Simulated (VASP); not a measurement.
# Au (Im-3m) in VASP: further runs

The runs below take Au through single point, with PBE.

Program: VASP 6.6.1. These are calculated values, not measurements. Logs are shortened: lines on timing, memory, paths and dates and some standing lists are left out, and cuts for length are marked.

## (1) Starting point

The structure is cubic, space group Im-3m (No. 229). The conventional cell has a = 3.315 Å, b = 3.315 Å, c = 3.315 Å, α = 90.00°, β = 90.00°, γ = 90.00°. Around Au (site symmetry m-3m) lie 8 Au at 2.87 Å.

This isn't the form of Au at room conditions, which is fcc.

## (2) Single point, PBE

The input, INCAR:

```
  ADDGRID = F
  ALGO = Normal
  EDIFF = 1E-6
  ENCUT = 340
  GGA = PE
  ISIF = 2
  ISMEAR = 1
  LASPH = T
  LCHARG = F
  LREAL = F
  LWAVE = F
  NBANDS = 12
  NELM = 100
  PREC = Accurate
  SIGMA = 0.15
```

The input, KPOINTS:

```
k-points
0
Gamma
  5 5 5
```

The input, POSCAR:

```
Au
1.0
   -1.6572690000      1.6572690000      1.6572690000
    1.6572690000     -1.6572690000      1.6572690000
    1.6572690000      1.6572690000     -1.6572690000
Au
1
Direct
    0.0000000000      0.0000000000      0.0000000000
```

Potentials or basis: VASP PAW PBE potentials, release 64 (Au).

Run with:

```bash
$ cat potpaw_PBE.64/Au/POTCAR > POTCAR
$ mpirun -np 1 vasp_std > vasp.out
```

OUTCAR:

```text
EDIFF = 1E-6
   ENCUT = 340
   GGA = PE
   ISIF = 2
   ISMEAR = 1
   LASPH = T
   LREAL = F
   NELM = 100
   PREC = Accurate

 Found     10 irreducible k-points:

 Following reciprocal coordinates:
            Coordinates               Weight
  0.000000  0.000000  0.000000      1.000000
  0.200000  0.000000  0.000000     12.000000
  0.400000  0.000000  0.000000     12.000000
  0.200000  0.200000  0.000000     24.000000
  0.400000  0.200000 -0.000000     24.000000
  0.200000  0.200000  0.200000      8.000000
   k-points           NKPTS =     10   k-points in BZ     NKDIM =     10   number of bands    NBANDS=     12
   number of dos      NEDOS =    301   number of ions     NIONS =      1
   total plane-waves  NPLWV =   5832
   dimension x,y,z NGX =    18 NGY =   18 NGZ =   18
   dimension x,y,z NGXF=    36 NGYF=   36 NGZF=   36
   ions per type =               1
   NGX,Y,Z   is equivalent  to a cutoff of  10.42, 10.42, 10.42 a.u.
   NGXF,Y,Z  is equivalent  to a cutoff of  20.85, 20.85, 20.85 a.u.
 SYSTEM =  unknown system
   PREC   = accura    normal or accurate (medium, high low for compatibility)
   ISTART =      0    job   : 0-new  1-cont  2-samecut
   ICHARG =      2    charge: 1-file 2-atom 10-const
   ISPIN  =      1    spin polarized calculation?
   LNONCOLLINEAR =      F non collinear calculations
   LSORBIT =      F    spin-orbit coupling
   LASPH  =      T    aspherical Exc in radial PAW
   ENCUT  =  340.0 eV  24.99 Ry    5.00 a.u.   4.32  4.32  4.32*2*pi/ulx,y,z
   NELM   =    100;   NELMIN=  2; NELMDL= -5     # of ELM steps
   EDIFF  = 0.1E-05   stopping-criterion for ELM
   LREAL  =      F    real-space projection
   EDIFFG = 0.1E-04   stopping-criterion for IOM
   NSW    =      0    number of steps for IOM
   IBRION =     -1    ionic relax: 0-MD 1-quasi-New 2-CG
   NFREE  =      0    steps in history (QN), initial steepest desc. (CG)
   ISIF   =      2    stress and relaxation
   ISYM   =      2    0-nonsym 1-usesym 2-fastsym
   POTIM  = 0.5000    time-step for ionic-motion
   TEBEG  =    0.0;   TEEND  =   0.0 temperature during run
   PSTRESS=    0.0 pullay stress
   NELECT =      11.0000    total number of electrons
   NUPDOWN=      -1.0000    fix difference up-down
   EMIN   =  10.00;   EMAX   =-10.00  energy-range for DOS
   EFERMI =   0.00;   METHOD = LEGACY
   ISMEAR =     1;   SIGMA  =   0.15  broadening in eV -4-tet -1-fermi 0-gaus
   EFERMI_NEDOS =   21; number of points for ismear=-14 and -15
   IALGO  =     38    algorithm
   IMIX   =      4    mixing-type and parameters
     AMIX     =   0.40;   BMIX     =  1.00
     AMIX_MAG =   1.60;   BMIX_MAG =  1.00
  volume/ion in A,a.u.               =      18.21       122.87
  Fermi-wavevector in a.u.,A,eV,Ry     =   1.383968  2.615320 26.060157  1.915367
  Thomas-Fermi vector in A             =   2.508516
   LORBIT       =      0    0 simple, 1 ext, 2 COOP (PROOUT), +10 PAW based schemes
   GGA     = PE    functional components
   LHFCALC =     F    Hartree Fock is set to
   AEXX    =    0.0000 exact exchange contribution
   IVDW    =     0    specifies the selected vdW correction
   LEPSILON=     F    determine dielectric tensor
   LRPA    =     F    only Hartree local field effects (RPA)
 non-spin polarized calculation
 Methfessel and Paxton  Order N= 1 SIGMA  =   0.15
  energy-cutoff  :      340.00
  volume of cell :       18.21
 maximum number of plane-waves:       266
 NGX is ok and might be reduce to    18
   NGX =  9   NGY =  9   NGZ =  9

 number of electron      10.9999998 magnetization

 Free energy of the ion-electron system (eV)
  ---------------------------------------------------
  ext. energy  EPLUGINS =         0.00000000
  ---------------------------------------------------
  free energy    TOTEN  =        -3.19777170 eV

  energy without entropy =       -3.19086080  energy(sigma->0) =       -3.19546807

 E-fermi :   8.3350     XC(G=0): -12.3234

 val. band max:        6.9826873673   @ k =   0.2000   0.2000   0.0000
 cond. band min:       8.3691529167   @ k =  -0.4000   0.4000   0.2000
 fundamental gap:      1.3864655494
 Fermi energy:         8.3349529385

 k-point     1 :       0.0000    0.0000    0.0000
  band No.  band energies     occupation
      1      -0.7565      2.00000
      2       3.9121      2.00000
      3       3.9121      2.00000
      4       3.9121      2.00000
      5       5.6444      2.00000
      6       5.6444      2.00000
      7      24.9094      0.00000
      8      24.9094      0.00000
      9      24.9094      0.00000
     10      31.5703      0.00000
     11      31.5703      0.00000
     12      31.5703      0.00000

 k-point     2 :       0.2000    0.0000    0.0000
  band No.  band energies     occupation
      1       0.5162      2.00000
      2       3.5515      2.00000
      3       3.9591      2.00000
      4       4.8059      2.00000
      5       5.3696      2.00000
      6       5.6799      2.00000
      7      22.1217      0.00000
      8      24.0379      0.00000
      9      26.4656      0.00000
     10      27.6860      0.00000
     11      27.7541      0.00000
     12      28.9567      0.00000

 k-point     3 :       0.4000    0.0000    0.0000
  band No.  band energies     occupation
      1       1.7678      2.00000
      2       3.0192      2.00000
      3       5.4158      2.00000
      4       5.7906      2.00000
      5       6.3616      2.00000
      6       6.6358      2.00000
      7      14.0206      0.00000
      8      21.1849      0.00000
      9      22.7073      0.00000
     10      28.9408      0.00000
     11      29.2617      0.00000
     12      31.6960      0.00000

 k-point     4 :       0.2000    0.2000    0.0000
  band No.  band energies     occupation
      1       2.1617      2.00000
      2       3.4440      2.00000
      3       3.6777      2.00000
      4       5.2836      2.00000
      5       5.8394      2.00000
      6       6.9827      2.00000
      7      17.5114      0.00000
      8      19.7745      0.00000
      9      23.1570      0.00000
     10      27.2539      0.00000
     11      30.7295      0.00000
     12      32.8569      0.00000

 k-point     5 :       0.4000    0.2000   -0.0000
  band No.  band energies     occupation
      1       2.3981      2.00000
      2       3.1998      2.00000
      3       4.6745      2.00000
      4       5.5194      2.00000
      5       6.1280      2.00000
      6      10.9701     -0.00000
      7      11.4845      0.00000
      8      17.3798      0.00000
      9      21.9627      0.00000
     10      28.7675      0.00000
     11      30.0839      0.00000
     12      33.2743      0.00000

 k-point     6 :       0.2000    0.2000    0.2000
  band No.  band energies     occupation
      1       3.1967      2.00000
      2       3.1967      2.00000
      3       3.7112      2.00000
      4       5.8044      2.00000
      5       5.8044      2.00000
      6      10.3608     -0.00000
      7      13.8849      0.00000
      8      17.3721      0.00000
      9      17.3721      0.00000
     10      31.2880      0.00000
     11      33.8239      0.00000
     12      34.2701      0.00000

 [... further k-points ...]
[... 5 lines left out ...]
  --------------------------------------------------------------------------------------
  -------------------------------------------------------------------------------------
  Total       -0.2201517     -0.2201517     -0.2201517      0.0000000      0.0000000      0.0000000
  in kB      -19.3728527    -19.3728527    -19.3728527      0.0000000      0.0000000      0.0000000
  external PRESSURE =     -19.3728527 kB  Pullay stress =       0.0000000 kB

 VOLUME and BASIS-vectors are now :
 -----------------------------------------------------------------------------
  energy-cutoff  :      340.00
  volume of cell :       18.21
      direct lattice vectors                 reciprocal lattice vectors
    -1.657269000  1.657269000  1.657269000     0.000000000  0.301701172  0.301701172
     1.657269000 -1.657269000  1.657269000     0.301701172  0.000000000  0.301701172
     1.657269000  1.657269000 -1.657269000     0.301701172  0.301701172  0.000000000

 POSITION                                       TOTAL-FORCE (eV/Angst)
 -----------------------------------------------------------------------------------
      0.00000      0.00000      0.00000         0.000000     -0.000000     -0.000000
 -----------------------------------------------------------------------------------
    total drift:                                0.000000      0.000000      0.000000

  FREE ENERGIE OF THE ION-ELECTRON SYSTEM (eV)
  ---------------------------------------------------
  free  energy   TOTEN  =        -3.1977716995 eV

  energy  without entropy=       -3.1908607964  energy(sigma->0) =       -3.19546807
```

OSZICAR:

```text
N       E                     dE             d eps       ncg     rms          rms(c)
DAV:   1     0.336427269549E+02    0.33643E+02   -0.43950E+03   264   0.574E+02
DAV:   2    -0.298515433323E+01   -0.36628E+02   -0.34852E+02   276   0.146E+02
DAV:   3    -0.345174600157E+01   -0.46659E+00   -0.46642E+00   280   0.157E+01
DAV:   4    -0.345327195894E+01   -0.15260E-02   -0.15259E-02   272   0.107E+00
DAV:   5    -0.345328378609E+01   -0.11827E-04   -0.11828E-04   284   0.894E-02    0.744E+00
DAV:   6    -0.321482861410E+01    0.23846E+00   -0.68432E-01   252   0.651E+00    0.490E+00
DAV:   7    -0.319959789534E+01    0.15231E-01   -0.51835E-02   280   0.181E+00    0.252E+00
DAV:   8    -0.319777407999E+01    0.18238E-02   -0.94387E-04   256   0.238E-01    0.222E-01
DAV:   9    -0.319776546297E+01    0.86170E-05   -0.74685E-06   272   0.201E-02    0.171E-02
DAV:  10    -0.319777178636E+01   -0.63234E-05   -0.29136E-06   252   0.160E-02    0.558E-03
DAV:  11    -0.319777169946E+01    0.86896E-07   -0.69094E-08   140   0.201E-03
   1 F= -.31977717E+01 E0= -.31954681E+01  d E =-.691090E-02
```

stdout:

```text
POSCAR found type information on POSCAR Au
 POSCAR found :  1 types and       1 ions
 scaLAPACK will be used
 LDA part: xc-table for (Slater+PW92), standard interpolation
 POSCAR, INCAR and KPOINTS ok, starting setup
 FFT: planning ... GRIDC
 FFT: planning ... GRID_SOFT
 FFT: planning ... GRID
 WAVECAR not read
 entering main loop
```

It took 3.2 s on 1 thread of Intel Xeon 6975P-C (Granite Rapids), shared host; peak memory 0.11 GiB.

These settings aren't checked as converged: the numbers below hold their error.

Results:

| Quantity | Value |
| --- | --- |
| Free energy | -3.1978 eV |
| Pressure | -1.9 GPa |
| Band gap on the k mesh | none (metal or under the smearing width) |

Caveat: the k mesh is coarse (spacing up to 0.54 Å⁻¹), so the values aren't converged.

## (3) Single point, PBE

INCAR: that of step 2 with these lines changed.

```diff
@@ -3,3 +3,3 @@
   EDIFF = 1E-6
-  ENCUT = 340
+  ENCUT = 650
   GGA = PE
```

The input, KPOINTS:

```
k-points
0
Gamma
  4 4 4
```

POSCAR is that of step 2.

Potentials or basis: VASP PAW PBE potentials, release 64 (Au).

Run with:

```bash
$ cat potpaw_PBE.64/Au/POTCAR > POTCAR
$ mpirun -np 1 vasp_std > vasp.out
```

Wall time 4.2 s (1 thread of Intel Xeon 6975P-C (Granite Rapids), shared host); peak memory 0.13 GiB.

These settings aren't checked as converged: the numbers below hold their error.

What came out:

```
Free energy            : -2.9745 eV
Pressure               : -2.9 GPa
Band gap on the k mesh : none (metal or under the smearing width)
```

Caveat: the k mesh is coarse (spacing up to 0.67 Å⁻¹), so the values aren't converged.

## (4) Single point, PBE

INCAR: that of step 3 with these lines changed.

```diff
@@ -3,3 +3,3 @@
   EDIFF = 1E-6
-  ENCUT = 650
+  ENCUT = 220
   GGA = PE
```

The input, KPOINTS:

```
k-points
0
Gamma
  7 7 7
```

POSCAR is that of step 3.

Run with:

```bash
$ cat potpaw_PBE.64/Au/POTCAR > POTCAR
$ mpirun -np 1 vasp_std > vasp.out
```

Run time: 2.9 s. Hardware: 1 thread of Intel Xeon 6975P-C (Granite Rapids), shared host; peak memory 0.08 GiB.

The run converged, but a check on its numbers failed (symmetry, net force, bounds or a known fault of this set-up), so they aren't taken as properties of the crystal.

Caveat: the k mesh is coarse (spacing up to 0.38 Å⁻¹), so the values aren't converged; the cutoff lies under the usual one of these potentials, so the numbers hold a large basis-set error.

## (5) Single point, PBE

INCAR: that of step 4 with these lines changed.

```diff
@@ -3,3 +3,3 @@
   EDIFF = 1E-6
-  ENCUT = 220
+  ENCUT = 460
   GGA = PE
```

The input, KPOINTS:

```
k-points
0
Gamma
  5 5 5
```

POSCAR is that of step 4.

Potentials or basis: VASP PAW PBE potentials, release 64 (Au).

Run with:

```bash
$ cat potpaw_PBE.64/Au/POTCAR > POTCAR
$ mpirun -np 1 vasp_std > vasp.out
```

OUTCAR:

```text
EDIFF = 1E-6
   ENCUT = 460
   GGA = PE
   ISIF = 2
   ISMEAR = 1
   LASPH = T
   LREAL = F
   NELM = 100
   PREC = Accurate

 Found     10 irreducible k-points:

 Following reciprocal coordinates:
            Coordinates               Weight
  0.000000  0.000000  0.000000      1.000000
  0.200000  0.000000  0.000000     12.000000
  0.400000  0.000000  0.000000     12.000000
  0.200000  0.200000  0.000000     24.000000
  0.400000  0.200000 -0.000000     24.000000
  0.200000  0.200000  0.200000      8.000000
   k-points           NKPTS =     10   k-points in BZ     NKDIM =     10   number of bands    NBANDS=     12
[... 157 lines left out ...]
      8      17.3711      0.00000
      9      17.3711      0.00000
     10      31.2867      0.00000
     11      33.8238      0.00000
     12      34.2692      0.00000

 [... further k-points ...]
[... 5 lines left out ...]
  --------------------------------------------------------------------------------------
  -------------------------------------------------------------------------------------
  Total       -0.1289606     -0.1289606     -0.1289606     -0.0000000     -0.0000000      0.0000000
  in kB      -11.3482394    -11.3482394    -11.3482394     -0.0000000     -0.0000000      0.0000000
  external PRESSURE =     -11.3482394 kB  Pullay stress =       0.0000000 kB

 VOLUME and BASIS-vectors are now :
 -----------------------------------------------------------------------------
  energy-cutoff  :      460.00
  volume of cell :       18.21
      direct lattice vectors                 reciprocal lattice vectors
    -1.657269000  1.657269000  1.657269000     0.000000000  0.301701172  0.301701172
     1.657269000 -1.657269000  1.657269000     0.301701172  0.000000000  0.301701172
     1.657269000  1.657269000 -1.657269000     0.301701172  0.301701172  0.000000000

 POSITION                                       TOTAL-FORCE (eV/Angst)
 -----------------------------------------------------------------------------------
      0.00000      0.00000      0.00000         0.000000      0.000000     -0.000000
 -----------------------------------------------------------------------------------
    total drift:                                0.000000     -0.000000      0.000000

  FREE ENERGIE OF THE ION-ELECTRON SYSTEM (eV)
  ---------------------------------------------------
  free  energy   TOTEN  =        -3.1974629275 eV

  energy  without entropy=       -3.1905520244  energy(sigma->0) =       -3.19515929
```

stdout:

```text
POSCAR found type information on POSCAR Au
 POSCAR found :  1 types and       1 ions
 scaLAPACK will be used
 LDA part: xc-table for (Slater+PW92), standard interpolation
 POSCAR, INCAR and KPOINTS ok, starting setup
 FFT: planning ... GRIDC
 FFT: planning ... GRID_SOFT
 FFT: planning ... GRID
 WAVECAR not read
 entering main loop
```

Wall time 3.2 s (1 thread of Intel Xeon 6975P-C (Granite Rapids), shared host); peak memory 0.11 GiB.

These settings aren't checked as converged: the numbers below hold their error.

Results:

```
Free energy            : -3.1975 eV
Pressure               : -1.1 GPa
Band gap on the k mesh : none (metal or under the smearing width)
```

Caveat: the k mesh is coarse (spacing up to 0.54 Å⁻¹), so the values aren't converged.
